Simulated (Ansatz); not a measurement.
Computed with DFT PBE, scalar-relativistic, plane waves, PAW (Ansatz 0.2.0). Settings: cutoff 420 eV, Γ-centred meshes spaced at most about 0.3 Å⁻¹, and about 0.25 Å⁻¹ or finer for metals (2π included), Gaussian smearing. No spin polarisation in the final relaxations.

These are static total energies at zero pressure. All come from trial cells, and lower structures may exist.

Question: Order these relaxed structures of Be by energy, lowest first, with the energy over the lowest of them.
A.

```
Be
1.0
     2.14392    0.00000    0.00000
    -1.07196    1.85669    0.00000
     0.00000    0.00000    2.45535
Be
1
Direct
  0.00000 0.00000 0.00000
```

B.

```
Be
1.0
    -1.15303    1.79986    3.08194
     1.15303   -1.79986    3.08194
     1.15303    1.79986   -3.08194
Be
3
Direct
  0.19483 0.19483 0.00000
  0.80517 0.80517 0.00000
  0.50000 0.00000 0.50000
```

Answer: B (0 meV/atom), A (314 meV/atom). Forms: B Immm; A simple hexagonal type, P6/mmm. Counting all near atoms (those within 1.25 times the shortest distance at each site; a plus sign parts nearer from farther groups; a slash parts the counts of unlike sites): B has Be 10/11; A has Be 6+2.

Cells relaxed within their symmetry can be saddle points. The part of the Crystallography Open Database at hand lists Be in space groups No. 18, 194; no cell shown has one of them. Some candidate types were left out of the draw beforehand, so a known form may be missing.
